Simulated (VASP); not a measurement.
A run of VASP 6.6.1:

INCAR

```
SYSTEM = Mg
PREC = Accurate ; ENCUT = 520
EDIFF = 1E-6 ; ISMEAR = -1
SIGMA = 0.08 ; LREAL = .False.
LASPH = .True. ; NELM = 100
ALGO = Normal ; ISIF = 2
LWAVE = .False. ; LCHARG = .True.
GGA = PE ; LELF = .True.
LVHAR = .True. ; NBANDS = 12
```

Contents of KPOINTS:

```
regular mesh
0
Gamma
  11 11 3
  0 0 0
```

File POSCAR:

```
Mg
1.0
    2.4470983679      0.0000000000      0.0000000000
   -1.2235491840      2.1192493522      0.0000000000
    0.0000000000      0.0000000000      7.9790371049
Mg
4
Direct
    0.0000000000      0.0000000000      0.0000000000
    0.0000000000      0.0000000000      0.5000000000
    0.3333333333      0.6666666667      0.2500000000
    0.6666666667      0.3333333333      0.7500000000
```

Potentials or basis: VASP PAW PBE potentials, release 64 (Mg).

Run with:

```sh
$ cat potpaw_PBE.64/Mg/POTCAR > POTCAR
$ mpirun -np 1 vasp_std > vasp.out
```

Hardware: 1 thread of Intel(R) Xeon(R) Platinum 8488C (Sapphire Rapids), with other jobs on the host.

Task: How long does it take, and how much memory?

Result: Run time: 11 s on 1 thread of Intel(R) Xeon(R) Platinum 8488C (Sapphire Rapids), with other jobs on the host, peak memory 0.14 GiB. Counts: scf iterations 10, k points 32.
